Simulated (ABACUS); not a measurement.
**Co under changes of volume**

One of the cells (10.640 Å³/atom); the others are scaled copies at fixed shape and fractional positions:

```
Co
1.0
     2.47200    0.00000    0.00000
    -1.23600    2.14081    0.00000
     0.00000    0.00000    4.02114
Co
2
Cartesian
  1.2360 0.7136 3.0159
  0.0000 1.4272 1.0053
```

| Item | Value |
| --- | --- |
| Program | ABACUS 3.10.1 |
| Functional | PBEsol |
| Potentials or basis | PseudoDojo NC SR 0.4.1 PBEsol standard |
| Cutoff | 1320 eV |
| Density cutoff | 5279 eV |
| Basis | plane waves |
| k mesh | 12 × 12 × 7 |
| Occupations | fermi-dirac, width 0.05 eV |
| Spin | collinear spin, ferromagnetic start |
| Starting moments | [2.0, 2.0] μB |

```csv
volume (Å³/atom),energy over the lowest point (meV/atom),pressure (GPa),moment (μB per cell)
10.002,9.50,9.1,3.04
10.215,1.41,3.5,3.10
10.427,0.00,-1.3,3.16
10.640,4.67,-5.8,3.21
10.853,14.90,-9.8,3.25
11.066,30.10,-13.3,3.29
11.279,?,?,?
```

Question: What does the run at 11.279 Å³/atom give?

Answer: Energy over the lowest point 49.75 meV/atom; pressure -16.4 GPa; moment 3.32 μB per cell.

Worked out: A Birch-Murnaghan fit of order 3 (a polynomial in V^(-2/3)) to the other rows has its minimum at 10.37 Å³/atom with B0 = V·E''(V) = 229 GPa and B' = 3.8 at fixed shape and positions, which overstates the stiffness. It gives 49.88 meV/atom at 11.279 Å³/atom, against the run's 49.75, and -dE/dV = -16.5 GPa, against -16.4. A parabola through the other rows of the moment, of slope 0.129 μB per Å³/atom there, extrapolates to 3.32 μB, against the run's 3.32.

Energies are extrapolated to zero smearing.
